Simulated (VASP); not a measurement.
**In: single point with r2SCAN**

In:

```xyz
1
Lattice="-1.6567 1.6567 2.3325 1.6567 -1.6567 2.3325 1.6567 1.6567 -2.3325" Properties=species:S:1:pos:R:3 pbc="T T T"
In    1.6567    1.6567   -2.3325
```

```json
{"Program": "VASP 6.6.1", "Task": "single point", "Functional": "r2SCAN", "Potentials or basis": "VASP PAW PBE potentials, release 64 (In_d)", "Cutoff": "520 eV", "k mesh": "18 × 18 × 18", "Occupations": "gaussian, width 0.1 eV", "Spin": "no spin polarisation"}
```

The pressure is 1.2 GPa and the band gap on the k mesh is none (metal or under the smearing width).

Levels at points of the mesh, in eV from the Fermi level:
```csv
k point,band 3,band 4,band 5,band 6,band 7,band 8,band 9,band 10
"(0.00, 0.00, 0.00)",-15.30,-15.12,-15.11,-10.25,11.35,11.37,11.37,12.12
"(0.50, 0.00, 0.00)",-15.29,-14.94,-14.94,-4.54,-3.74,8.96,9.06,11.59
"(0.50, 0.50, 0.00)",-14.95,-14.90,-14.89,-2.58,-2.07,4.25,4.29,7.86
"(0.50, 0.50, 0.50)",-14.95,-14.89,-14.89,-2.54,-1.98,4.20,4.20,7.80
```

Run time: 9.4 min on 1 thread of Intel(R) Xeon(R) Platinum 8488C (Sapphire Rapids), with other jobs on the host, peak memory 0.27 GiB.

Caveat: the PAW data sets were made with another functional, which shifts forces and pressure a little.
